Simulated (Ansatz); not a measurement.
The system is Hf.

```xyz
1
Lattice="2.9138 0.0000 0.0000 0.0000 2.9138 0.0000 0.0000 0.0000 2.9138" Properties=species:S:1:pos:R:3 pbc="T T T"
Hf    1.4569    1.4569    1.4569
```

The cell was built by a generator and needn't be a form met in nature.

```yaml
Program: Ansatz 0.2.0
Task: relaxation of cell and atoms
Functional: r2SCAN
Dispersion: rVV10
Potentials_or_basis: Ansatz PAW
Cutoff: "500 eV (not typed: the program's choice for these potentials)"
k_mesh: 9 × 9 × 9
Occupations: fermi-dirac, width 0.05 eV
Spin: no spin polarisation
```

At the start: volume 24.74 Å³/atom.

Problem. How do energy, volume and symmetry change on relaxing?

Solution. It ends after 4 steps and the volume is 23.86 Å³/atom (-3.6 %); space group Pm-3m (No. 221, to 0.05 Å).

Step by step:
```tsv
step	energy change (eV)	largest force (eV/Å)	volume (Å³)
1	0.0000	0.0000	24.74
2	-0.0027	0.0000	23.14
3	-0.0078	0.0000	23.86
4	-0.0077	0.0000	23.86
```

Final structure:
```yaml
crystal:
  lattice:
    - [2.87879, 0.00000, 0.00000]
    - [0.00000, 2.87879, 0.00000]
    - [0.00000, 0.00000, 2.87879]
  atoms:
    - { symbol: Hf, position: [0.50000, 0.50000, 0.50000] }
```

Caveat: the plane-wave basis is chosen anew once the cell has moved, so the energies of steps on either side of that aren't comparable; the PAW data sets come from PBE, with cores solved anew for the run's functional, which leaves a small shift of forces and pressure.
